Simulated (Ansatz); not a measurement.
# SiO2 (P4_32_12) in Ansatz: further runs, part 2 of 2

Ansatz 0.2.0. Earlier steps stand in the parts before.

### Step 4. Single point, PBE

Input file input.yaml:

```yaml
crystal:
  lattice:
    - [4.97558882, 0.0, 0.0]
    - [0.0, 4.97558882, 0.0]
    - [0.0, 0.0, 6.90088944]
  atoms:
    - { symbol: Si, position: [0.80324656, 0.80324656, 0.5] }
    - { symbol: Si, position: [0.69675344, 0.30324656, 0.25] }
    - { symbol: Si, position: [0.30324656, 0.69675344, 0.75] }
    - { symbol: Si, position: [0.19675344, 0.19675344, 0.0] }
    - { symbol: O, position: [0.76175763, 0.11038707, 0.43204156] }
    - { symbol: O, position: [0.88961293, 0.23824237, 0.06795844] }
    - { symbol: O, position: [0.11038707, 0.76175763, 0.56795844] }
    - { symbol: O, position: [0.26175763, 0.38961293, 0.81795844] }
    - { symbol: O, position: [0.23824237, 0.88961293, 0.93204156] }
    - { symbol: O, position: [0.73824237, 0.61038707, 0.31795844] }
    - { symbol: O, position: [0.38961293, 0.26175763, 0.18204156] }
    - { symbol: O, position: [0.61038707, 0.73824237, 0.68204156] }
hamiltonian:
  xc: pbe
  pseudopotentials: { kind: paw }
kpoints:
  mp_grid: { grid: [2, 2, 2] }
scf:
  occupations: { method: fermi_dirac, width: 0.05 }
output:
  forces: true
  stress: true
  eigenvalues: true
```

Potentials or basis: Ansatz PAW.

Run with:

```sh
$ ansatz run input.yaml --threads 4 --pin off --max-ram 11264MiB --backend cpu --events-out ev --progress --plain --runs-dir out
```

The program printed:

```text
Warning: RAYON_NUM_THREADS=4 ignored (pool sized by the plan → 4); use --threads N
Engine: ansatz 0.2.0, aarch64-unknown-linux-gnu
Pseudopotentials: kind: paw
Pseudopotential: Si, paw, valence charge 4, recommended cutoff 420 eV (normal), Si.paw.azcp
Pseudopotential: O, paw, valence charge 6, recommended cutoff 420 eV (normal), O.paw.azcp
Functional definition: PBE
  parameter kappa = 0.804
  parameter beta = 0.06672455060314922
  exchange = pbe_x(kappa = kappa, mu = beta*pi^2/3)
  correlation = pbe_c(beta = beta)
Crystal: 12 atoms, lattice volume = 170.842 Å³
Basis set: ecut = 420 eV, 3355 PW (Γ), exchange–correlation on 72×72×96 points (8 copies of the dense FFT grid, shifted against one another)
Bands: 44, of which v1, the nominal top of the filled ones, is band 32 counted from 1 (31 counted from 0)
Symmetry: 8 space group operations
Space group: P43212 (ITA 96), of the structure as read, at distance tolerance 5.5e-5 Å
k-points: 6 of 8
Non-local potential: Si, projectors of the file, l = 0: 2, l = 1: 2, l = 2: 2
Non-local potential: O, projectors of the file, l = 0: 2, l = 1: 2, l = 2: 1
PAW form: soft (Blöchl's): semilocal exchange-correlation on the pseudo side does not see the compensation charge
PAW one-centre angular grid: Si, 110 points (default); XC on 64 Gauss nodes
PAW one-centre angular grid: O, 110 points (default); XC on 64 Gauss nodes
Initial density: superposition of atomic densities (neutral atoms: chi_scale 0, normalization atom), corrected by the library's trained network
Initial wavefunctions: pseudopotential atomic-orbital guess
Functional: x = pbe(κ = 0.804, μ = 0.2195149727645171), c = pbe(β = 0.06672455060314922)
SCF iter   1: F=—  HF=-7096.271031 eV  |F-HF|=—  |Δ(HF+E_count)|=         —  Δρ=1.08e-3  dr2=5.15e-4  ethr=1.77e-3  ⟨swp⟩=7.0  Hψ=1363  notcnv=0  defer=11
preconditioner: auto → Resta (q_TF=auto, 2.316 Å⁻¹)  ε∞=2.8  [insulator: Δε(μ)=5.724 eV  Ē_g=16.746 eV  σ=0.050 eV  W_gap=1.00  n_scr=36 (ndim 8)  ℏωp=22.7 eV  f_vac=0.221  D(μ)=0.00/eV (n_scr^D=0)  ε∞_Penn≈2.8]
SCF iter   2: F=—  HF=-7096.274324 eV  |F-HF|=—  |Δ(HF+E_count)|=   3.29e-3  Δρ=5.62e-4  dr2=1.50e-4  ethr=8.05e-7  ⟨swp⟩=2.5  Hψ=533  notcnv=0  defer=13
SCF iter   3: F=—  HF=-7096.275262 eV  |F-HF|=—  |Δ(HF+E_count)|=   9.38e-4  Δρ=1.67e-4  dr2=2.82e-5  ethr=2.35e-7  ⟨swp⟩=2.0  Hψ=423  notcnv=0  defer=1
automatic band count: iteration 3 solves 40 bands in place of 44: the levels show a gap, and the empty bands left out lie too high to hold charge; the band table lists the bands solved (type scf.n_extra_bands for more)
SCF iter   4: F=—  HF=-7096.275617 eV  |F-HF|=—  |Δ(HF+E_count)|=   3.55e-4  Δρ=4.44e-5  dr2=1.63e-6  ethr=4.41e-8  ⟨swp⟩=2.0  Hψ=375  notcnv=0  defer=1
SCF iter   5: F=—  HF=-7096.275619 eV  |F-HF|=—  |Δ(HF+E_count)|=   1.58e-6  Δρ=1.98e-5  dr2=4.07e-7  ethr=2.54e-9  ⟨swp⟩=2.8  Hψ=427  notcnv=0  defer=1
SCF iter   6: F=-7096.275620 eV  HF=-7096.275620 eV  |F-HF|=9.81e-9  |Δ(HF+E_count)|=   6.38e-7  Δρ=2.41e-6  dr2=6.84e-9  ethr=1.56e-10  ⟨swp⟩=7.2  Hψ=1161  notcnv=0
SCF 1 converged in 6 iterations: F = -7096.275620 eV  dr2 = 6.84e-9
SCF converged after 6 iterations
Free energy (F): -7096.275620 eV
Harris-Foulkes:  -7096.275620 eV  (|F-HF|=9.81e-9)
Internal energy: -7096.275620 eV  (E = F + TS)
E sigma→0 (E₀):  -7096.275620 eV
Fermi energy:    4.317014 eV
--- Per-component energies (eV) ---
  E_band       = -349.717010
  E_kinetic    = 1612.395433
  E_local      = -4465.233873  (includes V_loc(G=0)·N_el)
  E_nonlocal   = 481.528077
  E_hartree    = 1638.756888
  E_xc         = -817.557006
  E_vxc        = -948.965268  (∫ρ·V_xc dr)
  E_paw        = -3325.537325  (= ΣΔE_a)
  E_vpaw       = -306.976154  (= ΣTr[D̂ρ^β])
  E_aug_tail   = 0.020870  (compensation charges beyond the density's cutoff)
  E_ewald      = -2220.648685
  E_smearing   = -0.000000  (= −TS)
  E_closure    = 0.000000  (closes the sum)
  Σ components = -7096.275620   (vs F -7096.275620, Δ=0.00e0)
--- Forces (eV/Å), atoms counted from 1 ---
  atom   1  Si    -0.03539568    -0.03539568     0.00000000
  atom   2  Si     0.03539568    -0.03539568     0.00000000
  atom   3  Si    -0.03539568     0.03539568    -0.00000000
  atom   4  Si     0.03539568     0.03539568    -0.00000000
  atom   5  O      0.04454591     0.14796950     0.24098488
  atom   6  O     -0.14796950    -0.04454591    -0.24098488
  atom   7  O      0.14796950     0.04454591    -0.24098488
  atom   8  O      0.04454591    -0.14796950    -0.24098488
  atom   9  O     -0.04454591    -0.14796950     0.24098488
  atom  10  O     -0.04454591     0.14796950    -0.24098488
  atom  11  O     -0.14796950     0.04454591     0.24098488
  atom  12  O      0.14796950    -0.04454591     0.24098488
  max |Σ_I F_I| component: 2.78e-17 eV/Å
--- Stress (GPa, compression-positive) ---
        4.657826       0.000000       0.000000
        0.000000       4.657826      -0.000000
        0.000000      -0.000000       4.961712
  P = ⅓ Tr σ = 4.7591 GPa (47.591 kbar)
--- Band table (eV; the first three rows and the last of 6) ---
  k-point 0: bands = ["-17.9996", "-17.0911", "-17.0911", "-15.9256", "-15.8798", "-15.8794", "-15.8680", "-15.8680", "-8.0040", "-5.8987", "-5.8987", "-4.3199", "-4.2042", "-4.2042", "-3.7152", "-3.5434", "-1.5249", "-1.4984", "-1.4984", "-0.9355", "-0.8195", "-0.5301", "-0.3131", "-0.2877", "-0.2877", "0.1553", "0.1553", "0.1699", "0.7642", "1.1368", "1.1368", "1.4504", "7.1787", "10.2897", "10.2897", "10.7724", "10.7724", "11.1089", "11.5832", "12.5185"]
  k-point 1: bands = ["-17.7499", "-17.7499", "-16.3097", "-16.3097", "-15.8751", "-15.8751", "-15.8725", "-15.8725", "-7.3439", "-7.3439", "-4.6939", "-4.6939", "-4.0290", "-4.0290", "-3.8750", "-3.8750", "-1.4131", "-1.4131", "-1.0751", "-1.0751", "-0.6151", "-0.6151", "-0.4275", "-0.4275", "-0.4238", "-0.4238", "0.5980", "0.5980", "0.9032", "0.9032", "1.0626", "1.0626", "8.4436", "8.4436", "10.8887", "10.8887", "11.2016", "11.2016", "11.9191", "11.9191"]
  k-point 2: bands = ["-17.5500", "-17.5500", "-16.5399", "-16.5399", "-15.9409", "-15.9409", "-15.8720", "-15.8720", "-6.9543", "-6.9543", "-4.8662", "-4.8662", "-3.9615", "-3.9615", "-3.7588", "-3.7588", "-1.5870", "-1.5870", "-1.2051", "-1.2051", "-0.7325", "-0.7325", "-0.5614", "-0.5614", "-0.1205", "-0.1205", "0.4524", "0.4524", "0.8027", "0.8027", "0.9551", "0.9551", "9.2312", "9.2312", "10.7332", "10.7332", "11.2869", "11.2869", "11.4037", "11.4037"]
  k-point 5: bands = ["-17.0559", "-17.0559", "-17.0559", "-17.0559", "-15.9435", "-15.9435", "-15.9435", "-15.9435", "-5.9368", "-5.9368", "-5.9368", "-5.9368", "-3.5766", "-3.5766", "-3.5766", "-3.5766", "-1.5322", "-1.5322", "-1.5322", "-1.5322", "-0.7918", "-0.7918", "-0.7918", "-0.7918", "0.1125", "0.1125", "0.1125", "0.1125", "0.8463", "0.8463", "0.8463", "0.8463", "10.6868", "10.6868", "10.6868", "10.6868", "11.3338", "11.3338", "11.3338", "11.3338"]
```

It took 0.88 s on 4 threads of Arm Neoverse V1, shared host; peak memory 0.47 GiB.

Results:

- Free energy: -7096.2756 eV
- Pressure: 4.8 GPa
- Largest force: 0.286 eV/Å
- Band gap on the k mesh: 5.73 eV, direct

Forces on the atoms (eV/Å):
```
Si  -0.035 -0.035  0.000
Si   0.035 -0.035  0.000
Si  -0.035  0.035  0.000
Si   0.035  0.035  0.000
O    0.045  0.148  0.241
O   -0.148 -0.045 -0.241
O    0.148  0.045 -0.241
O    0.045 -0.148 -0.241
O   -0.045 -0.148  0.241
O   -0.045  0.148 -0.241
O   -0.148  0.045  0.241
O    0.148 -0.045  0.241
```

Caveat: the k mesh is coarse (spacing up to 0.63 Å⁻¹), so the values aren't converged; the pressure holds a Pulay correction of +0.5 GPa for the finite cutoff. Expect the measured gap to be larger: semilocal functionals such as PBE lack the derivative discontinuity.

### Step 5. Overview

| task | level | cell | k mesh | mesh quality | gap on the mesh (eV) | pressure (GPa) | relaxed volume (Å³/atom) |
| --- | --- | --- | --- | --- | --- | --- | --- |
| relaxation of cell and atoms | PBEsol | relaxed | 6 × 6 × 4 | not flagged | 5.57 | 0.0 | 14.79 |
| relaxation of cell and atoms | BLYP+D3(BJ) | relaxed | 6 × 6 × 4 | not flagged | 5.75 | 0.0 | 13.33 |
| single point | PBE | as given | 2 × 2 × 2 | coarse | 5.73 | 4.8 | - |

Alike in all rows: potentials or basis Ansatz PAW; no spin polarisation; cutoff (eV) 420; smearing fermi-dirac 0.05 eV.

Caveats: some runs use coarse meshes; the plane-wave basis is chosen anew once the cell has moved, so the energies of steps on either side of that aren't comparable (some runs); the PAW data sets come from PBE, with cores solved anew for the run's functional, which leaves a small shift of forces and pressure (some runs).

Absolute energies hang on the potentials; compare differences alone.
